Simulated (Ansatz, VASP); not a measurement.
# One calculation of Sr, two programs

```
Sr
1.0
     0.00000    4.99557    4.99557
     4.99557    0.00000    4.99557
     4.99557    4.99557    0.00000
Sr
2
Cartesian
  1.2489 1.2489 1.2489
  8.7422 8.7422 8.7422
```

Alike in both runs: task single point; functional RPBE; k mesh 6 × 6 × 6; occupations fermi-dirac, width 0.1 eV; no spin polarisation.

```csv
,VASP,Ansatz
version,VASP 6.6.1,Ansatz 0.2.0
potentials or method,"VASP PAW PBE potentials, release 64 (Sr_sv)","plane waves (420 eV) with PAW, scalar-relativistic"
plane-wave cutoff (eV),520,420
valence electrons in the cell,20,20
```

```csv
,VASP,Ansatz,Ansatz less VASP
pressure (GPa),-0.1,-0.1,0.00
```

The functional is the same, so the differences come from potentials, cutoffs and numerics.

Caveats: the PAW data sets were made with another functional, which shifts forces and pressure a little (VASP).
